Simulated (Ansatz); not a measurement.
# Al2O3 (Pnnm) in Ansatz: settings compared

Aim: see how the results for Al2O3 move with the level of theory and the settings. Levels: PBEsol, r2SCAN. Tasks: band structure.

Program: Ansatz 0.2.0. These are calculated values, not measurements. Logs are shortened: lines on timing, memory, paths and dates and some standing lists are left out, and cuts for length are marked.

## Step 1: The crystal as given

Symmetry: Pnnm, No. 58, orthorhombic system. The conventional cell has a = 4.614 Å, b = 9.563 Å, c = 3.120 Å, α = 90.00°, β = 90.00°, γ = 90.00°. Al (site symmetry m) is surrounded by 4 O at 1.68 to 1.82 Å. O (site symmetry 2/m) has 2 Al at 1.68 Å as nearest neighbours. O (site symmetry m) is surrounded by 3 Al at 1.82 Å.

Measurements of this composition are mostly on another form, of space group No. 167.

## Step 2: Band structure, PBEsol

The input, input.yaml:

```yaml
crystal:
  lattice:
    - [4.613777, 0.0, 0.0]
    - [0.0, 9.563279, 0.0]
    - [0.0, 0.0, 3.119862]
  atoms:
    - { symbol: Al, position: [0.982975, 0.824573, 0.0] }
    - { symbol: Al, position: [0.017025, 0.175427, 0.0] }
    - { symbol: Al, position: [0.482975, 0.675427, 0.5] }
    - { symbol: Al, position: [0.517025, 0.324573, 0.5] }
    - { symbol: O, position: [0.5, 0.5, 0.5] }
    - { symbol: O, position: [0.123635, 0.75305, 0.5] }
    - { symbol: O, position: [0.376365, 0.25305, 0.0] }
    - { symbol: O, position: [0.623635, 0.74695, 0.0] }
    - { symbol: O, position: [0.0, 0.0, 0.0] }
    - { symbol: O, position: [0.876365, 0.24695, 0.5] }
hamiltonian:
  xc: pbesol
  pseudopotentials: { kind: paw }
kpoints:
  mp_grid: { grid: [6, 3, 9] }
  band_path:
    path:
      - [[0.0, 0.0, 0.0], [0.0, 0.0, 0.5], [0.5, 0.0, 0.5], [0.5, 0.0, 0.0], [0.0, 0.0, 0.0], [0.0, 0.5, 0.0], [0.0, 0.5, 0.5], [0.5, 0.5, 0.5], [0.5, 0.5, 0.0], [0.0, 0.5, 0.0]]
      - [[0.5, 0.0, 0.0], [0.5, 0.5, 0.0]]
      - [[0.0, 0.5, 0.5], [0.0, 0.0, 0.5]]
      - [[0.5, 0.0, 0.5], [0.5, 0.5, 0.5]]
    npoints: 10
scf:
  occupations: { method: fermi_dirac, width: 0.05 }
  n_extra_bands: 25
output:
  forces: true
  stress: true
  eigenvalues: true
  fatbands: false
```

Potentials or basis: Ansatz PAW.

Launch:

```console
$ ansatz run input.yaml --threads 4 --pin off --max-ram 11264MiB --backend cpu --events-out ev --progress --plain --runs-dir out
```

Log:

```text
Warning: RAYON_NUM_THREADS=4 ignored (pool sized by the plan → 4); use --threads N
scf.n_extra_bands = 25 over 24 filled bands (N_el = 48.0): the run solves 49 bands
Engine: ansatz 0.2.0, aarch64-unknown-linux-gnu
Pseudopotentials: kind: paw
Pseudopotential: Al, paw, valence charge 3, recommended cutoff 420 eV (normal), Al.paw.azcp
Pseudopotential: O, paw, valence charge 6, recommended cutoff 420 eV (normal), O.paw.azcp
Functional definition: PBEsol
  exchange = pbesol_x
  correlation = pbesol_c
Crystal: 10 atoms, lattice volume = 137.657 Å³
Basis set: ecut = 420 eV, 2707 PW (Γ), exchange–correlation on 64×128×48 points (8 copies of the dense FFT grid, shifted against one another)
Bands: 49, of which v1, the nominal top of the filled ones, is band 24 counted from 1 (23 counted from 0)
Symmetry: 8 space group operations
Space group: Pnnm (ITA 58), of the structure as read, at distance tolerance 5.2e-5 Å
k-points: 40 of 162
Non-local potential: Al, projectors of the file, l = 0: 2, l = 1: 2, l = 2: 1
Non-local potential: O, projectors of the file, l = 0: 2, l = 1: 2, l = 2: 1
PAW form: soft (Blöchl's): semilocal exchange-correlation on the pseudo side does not see the compensation charge
PAW frozen core: Al, regenerated for the run's functional, and the local potential with it (the file was generated under x = pbe(κ = 0.804, μ = 0.2195149727645171), c = pbe(β = 0.06672455060314922))
PAW frozen core: O, regenerated for the run's functional, and the local potential with it (the file was generated under x = pbe(κ = 0.804, μ = 0.2195149727645171), c = pbe(β = 0.06672455060314922))
PAW one-centre angular grid: Al, 110 points (default); XC on 64 Gauss nodes
PAW one-centre angular grid: O, 110 points (default); XC on 64 Gauss nodes
Initial density: superposition of atomic densities (neutral atoms: chi_scale 0, normalization atom), corrected by the library's trained network
Initial wavefunctions: pseudopotential atomic-orbital guess
Functional: x = pbesol(κ = 0.804, μ = 0.12345679012345678), c = pbesol(β = 0.046)
SCF iter   1: F=—  HF=-5477.029380 eV  |F-HF|=—  |Δ(HF+E_count)|=         —  Δρ=1.16e-2  dr2=1.53e-1  ethr=1.77e-3  ⟨swp⟩=5.8  Hψ=9509  notcnv=0  defer=352
preconditioner: auto → Resta (q_TF=auto, 2.289 Å⁻¹)  ε∞=2.5  [insulator: Δε(μ)=3.324 eV  Ē_g=18.155 eV  σ=0.050 eV  W_gap=1.00  n_scr=22 (ndim 8)  ℏωp=21.9 eV  f_vac=0.149  D(μ)=0.00/eV (n_scr^D=0)  ε∞_Penn≈2.5]
SCF iter   2: F=—  HF=-5476.986368 eV  |F-HF|=—  |Δ(HF+E_count)|=   4.30e-2  Δρ=2.61e-3  dr2=4.39e-3  ethr=3.18e-4  ⟨swp⟩=3.0  Hψ=3496  notcnv=0  defer=725
SCF iter   3: F=—  HF=-5476.985786 eV  |F-HF|=—  |Δ(HF+E_count)|=   5.82e-4  Δρ=8.19e-4  dr2=7.81e-4  ethr=9.15e-6  ⟨swp⟩=2.0  Hψ=2037  notcnv=0  defer=725
SCF iter   4: F=—  HF=-5476.986601 eV  |F-HF|=—  |Δ(HF+E_count)|=   8.14e-4  Δρ=5.20e-4  dr2=3.18e-4  ethr=1.63e-6  ⟨swp⟩=2.1  Hψ=2181  notcnv=0  defer=725
SCF iter   5: F=—  HF=-5476.986654 eV  |F-HF|=—  |Δ(HF+E_count)|=   5.29e-5  Δρ=7.98e-5  dr2=1.41e-5  ethr=6.64e-7  ⟨swp⟩=2.2  Hψ=1899  notcnv=0  defer=725
SCF iter   6: F=—  HF=-5476.986054 eV  |F-HF|=—  |Δ(HF+E_count)|=   5.99e-4  Δρ=4.12e-5  dr2=1.28e-6  ethr=2.93e-8  ⟨swp⟩=2.0  Hψ=2085  notcnv=0  defer=725
SCF iter   7: F=-5476.986055 eV  HF=-5476.986055 eV  |F-HF|=4.87e-8  |Δ(HF+E_count)|=   4.01e-7  Δρ=4.69e-6  dr2=2.52e-8  ethr=2.08e-10  ⟨swp⟩=12.9  Hψ=13542  notcnv=0
SCF 1 converged in 7 iterations: F = -5476.986055 eV  dr2 = 2.52e-8
NSCF: frozen V_eff on 124 k-points
SCF converged after 7 iterations
Free energy (F): -5476.986055 eV
Harris-Foulkes:  -5476.986055 eV  (|F-HF|=4.87e-8)
Internal energy: -5476.986055 eV  (E = F + TS)
E sigma→0 (E₀):  -5476.986055 eV
Fermi energy:    4.528068 eV
--- Per-component energies (eV) ---
  E_band       = -192.959413
  E_kinetic    = 1161.632185
  E_local      = -3044.191825  (includes V_loc(G=0)·N_el)
  E_nonlocal   = 329.690248
  E_hartree    = 1137.599600
  E_xc         = -597.866766
  E_vxc        = -681.445815  (∫ρ·V_xc dr)
  E_paw        = -2737.754862  (= ΣΔE_a)
  E_vpaw       = -233.861344  (= ΣTr[D̂ρ^β])
  E_aug_tail   = 0.015037  (compensation charges beyond the density's cutoff)
  E_ewald      = -1726.397955
  E_core_change = 0.288284  (= ΣΔE_core)
  E_smearing   = -0.000000  (= −TS)
  E_closure    = -0.000000  (closes the sum)
  Σ components = -5476.986055   (vs F -5476.986055, Δ=0.00e0)
--- Forces (eV/Å), atoms counted from 1 ---
  atom   1  Al    -0.04604856    -0.02362007     0.00000000
  atom   2  Al     0.04604856     0.02362007     0.00000000
  atom   3  Al    -0.04604856     0.02362007     0.00000000
  atom   4  Al     0.04604856    -0.02362007     0.00000000
  atom   5  O      0.00000000     0.00000000     0.00000000
  atom   6  O      0.15672936    -0.07306459     0.00000000
  atom   7  O     -0.15672936    -0.07306459     0.00000000
  atom   8  O      0.15672936     0.07306459     0.00000000
  atom   9  O      0.00000000     0.00000000     0.00000000
  atom  10  O     -0.15672936     0.07306459     0.00000000
  max |Σ_I F_I| component: 2.78e-17 eV/Å
--- Stress (GPa, compression-positive) ---
       -1.163646       0.000000       0.000000
        0.000000      -0.861814       0.000000
        0.000000       0.000000      -5.745579
  P = ⅓ Tr σ = -2.5903 GPa (-25.903 kbar)
--- Band table (eV; the first three rows and the last of 40) ---
  k-point 0: bands = ["-16.1102", "-16.0356", "-14.7691", "-14.7416", "-13.4918", "-13.3756", "-4.0043", "-3.5035", "-1.9268", "-1.5283", "-1.5041", "-1.4727", "-0.9283", "-0.5030", "-0.4982", "-0.2476", "-0.2324", "0.5362", "1.1274", "1.4408", "1.6845", "2.2183", "2.6731", "2.7353", "6.1633", "7.6940", "8.7869", "9.5116", "9.7277", "10.6521", "11.2321", "12.0754", "13.1867", "13.3446", "14.5343", "14.6671", "14.8263", "14.9694", "15.4021", "15.6599", "17.1247", "17.3954", "17.5831", "17.7758", "18.0728", "18.1238", "18.8667", "19.2682", "19.2923"]
  k-point 1: bands = ["-16.0394", "-15.9680", "-14.7633", "-14.7412", "-13.4724", "-13.3575", "-3.8960", "-3.4043", "-1.9905", "-1.7396", "-1.5800", "-1.5692", "-0.8756", "-0.6424", "-0.6150", "-0.5318", "-0.3499", "0.5449", "1.0899", "1.3545", "1.7296", "2.1940", "2.4485", "2.5618", "6.6169", "8.0415", "9.0924", "9.8944", "9.9713", "10.8933", "11.5116", "12.0454", "13.1012", "13.4596", "14.4976", "14.6601", "14.6810", "14.7528", "15.3333", "15.4599", "16.2158", "16.5175", "17.0731", "17.5119", "18.0182", "18.1095", "19.2186", "19.9339", "20.0007"]
  k-point 2: bands = ["-15.8405", "-15.7791", "-14.7654", "-14.7554", "-13.4200", "-13.3136", "-3.5935", "-3.1204", "-2.4246", "-2.2592", "-1.9399", "-1.4001", "-1.3436", "-0.8212", "-0.7852", "-0.7345", "-0.5693", "0.5298", "0.9774", "1.0764", "1.8318", "2.0504", "2.1258", "2.1763", "7.6541", "8.8264", "9.6430", "10.6946", "10.7224", "11.4304", "12.0465", "12.3404", "12.9271", "13.7389", "13.7518", "14.3598", "14.4219", "14.6742", "14.7132", "15.0870", "15.2599", "15.7504", "16.6669", "16.9529", "18.0075", "18.2003", "19.0798", "19.1844", "19.4872"]
  k-point 39: bands = ["-15.0891", "-15.0891", "-15.0788", "-15.0788", "-13.2761", "-13.2761", "-4.0524", "-4.0524", "-3.7669", "-3.7669", "-1.0999", "-1.0999", "-1.0086", "-1.0086", "-0.6322", "-0.6322", "0.4694", "0.4694", "0.7460", "0.7460", "1.6402", "1.6402", "2.0629", "2.0629", "9.7029", "9.7029", "10.6774", "10.6774", "10.9100", "10.9100", "11.3483", "11.3483", "12.8728", "12.8728", "13.4850", "13.4850", "14.7622", "14.7622", "15.0037", "15.0037", "15.1887", "15.1887", "16.1704", "16.1704", "17.1973", "17.1973", "19.8728", "19.8728", "20.6856"]
```

bands.tsv:

```text
[... 150 lines left out ...]
8.065547	-19.603341	-19.603341	-19.594400	-19.594400	-17.800275	-17.800275	-8.624110	-8.624110	-8.346740	-8.346740	-5.577528	-5.577528	-5.494264	-5.494264	-5.243168	-5.243168	-4.057209	-4.057209	-3.758565	-3.758565	-2.843493	-2.843493	-2.518357	-2.518357	5.213269	5.213269	6.149723	6.149723	6.460335	6.460335	6.610035	6.610035	8.572166	8.572166	8.761238	8.761238	10.351080	10.351080	10.392623	10.392623	10.588817	10.588817	11.678040	11.678040	12.684045	12.684045	15.757840	15.757840	15.915414
```

Run time: 10 s. Hardware: 4 threads of Arm Neoverse V1, shared host; peak memory 0.65 GiB.

Results:

```yaml
Free_energy: -5476.9861 eV
Pressure: -2.6 GPa
Largest_force: 0.173 eV/Å
Band_gap_on_the_k_mesh: 3.43 eV, direct
Band_gap_along_the_path: 3.43 eV, direct
```

Forces on the atoms (eV/Å):
```
Al  -0.046 -0.024  0.000
Al   0.046  0.024  0.000
Al  -0.046  0.024  0.000
Al   0.046 -0.024  0.000
O    0.000  0.000  0.000
O    0.157 -0.073  0.000
O   -0.157 -0.073  0.000
O    0.157  0.073  0.000
O    0.000  0.000  0.000
O   -0.157  0.073  0.000
```

Levels at the corners of the path, in eV from the valence-band top:
| point | band 20 | band 21 | band 22 | band 23 | band 24 | band 25 | band 26 | band 27 | band 28 | band 29 |
| --- | --- | --- | --- | --- | --- | --- | --- | --- | --- | --- |
| Γ | -1.29 | -1.05 | -0.52 | -0.06 | 0.00 | 3.43 | 4.96 | 6.05 | 6.78 | 6.99 |
| X | -2.32 | -1.08 | -1.08 | -0.72 | -0.72 | 7.58 | 7.58 | 7.93 | 7.93 | 8.28 |
| S | -1.98 | -1.22 | -1.22 | -0.56 | -0.56 | 6.80 | 6.80 | 7.96 | 7.96 | 8.18 |
| Y | -2.27 | -0.88 | -0.88 | -0.02 | -0.02 | 5.92 | 5.92 | 6.42 | 6.42 | 7.86 |
| Γ | -1.29 | -1.05 | -0.52 | -0.06 | 0.00 | 3.43 | 4.96 | 6.05 | 6.78 | 6.99 |
| Z | -1.51 | -0.73 | -0.73 | -0.03 | -0.03 | 4.09 | 4.09 | 6.42 | 6.42 | 7.75 |
| U | -2.42 | -1.15 | -1.15 | -0.61 | -0.61 | 7.50 | 7.50 | 7.97 | 7.97 | 8.30 |
| R | -1.97 | -1.05 | -1.05 | -0.73 | -0.73 | 7.01 | 7.01 | 7.94 | 7.94 | 8.25 |
| T | -2.54 | -0.81 | -0.81 | -0.02 | -0.02 | 5.88 | 5.88 | 6.40 | 6.40 | 8.05 |
| Z | -1.51 | -0.73 | -0.73 | -0.03 | -0.03 | 4.09 | 4.09 | 6.42 | 6.42 | 7.75 |
| Y | -2.27 | -0.88 | -0.88 | -0.02 | -0.02 | 5.92 | 5.92 | 6.42 | 6.42 | 7.86 |
| T | -2.54 | -0.81 | -0.81 | -0.02 | -0.02 | 5.88 | 5.88 | 6.40 | 6.40 | 8.05 |
| U | -2.42 | -1.15 | -1.15 | -0.61 | -0.61 | 7.50 | 7.50 | 7.97 | 7.97 | 8.30 |
| X | -2.32 | -1.08 | -1.08 | -0.72 | -0.72 | 7.58 | 7.58 | 7.93 | 7.93 | 8.28 |
| S | -1.98 | -1.22 | -1.22 | -0.56 | -0.56 | 6.80 | 6.80 | 7.96 | 7.96 | 8.18 |
| R | -1.97 | -1.05 | -1.05 | -0.73 | -0.73 | 7.01 | 7.01 | 7.94 | 7.94 | 8.25 |

Caveat: the pressure holds a Pulay correction of +0.6 GPa for the finite cutoff; the PAW data sets come from PBE, with cores solved anew for the run's functional, which leaves a small shift of forces and pressure. As with any semilocal functional, this PBEsol gap is likely too small.

[end of part 1 of 2]
